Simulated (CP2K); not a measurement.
The system is FeO (Wuestite).

```
Fe O
1.0
     3.06986    0.00000    0.00000
     1.56698    2.63981    0.00000
     1.56698    0.89210    2.48451
Fe O
1 1
Direct
  0.00000 0.00000 0.00000
  0.50000 0.50000 0.50000
```

```yaml
Program: CP2K 2026.2
Task: single point
Functional: PBE
Potentials_or_basis: POTENTIAL_UZH Fe GTH-PBE-q16, O GTH-PBE-q6; TZVP-MOLOPT-PBE-GTH basis
Density_cutoff: 8163 eV
k_mesh: 11 × 11 × 11
Occupations: fermi-dirac, width 0.05 eV
Spin: collinear spin, ferromagnetic start
Starting_moments: "[3.0, 0.0] μB"
```

On this cell: pressure -0.7 GPa; largest force under 0.003 eV/Å; net moment 4.00 μB per cell; site moments Fe +3.79; O +0.22 μB.

The same run follows on a disturbed copy (atoms moved at random, drawn with an rms of 0.05 Å):

```
Fe O
1.0
     3.06986    0.00000    0.00000
     1.56698    2.63981    0.00000
     1.56698    0.89210    2.48451
Fe O
1 1
Direct
  0.00349 0.00059 0.00193
  0.48174 0.51863 0.48149
```

Problem. What does the disturbed cell give?

Solution. The energy moves by +7.4 meV/atom; pressure 0.1 GPa; largest force 0.346 eV/Å; net moment 4.00 μB per cell; site moments Fe +3.78; O +0.22 μB.

Forces in eV/Å, atoms in the order of the input:
```
Fe  -0.271  0.096 -0.187
O    0.268 -0.105  0.192
```

Stress tensor (GPa, compression positive):
```
 0.06 -1.03  0.64
-1.03 -0.16 -0.71
 0.64 -0.71  0.27
```

Caveats: the basis of atomic orbitals isn't converged, which shifts pressures, moduli and gaps; the total moment is fixed, so each spin has its own Fermi level; a cell with one magnetic atom can't hold antiferromagnetic order, which such compounds often take.
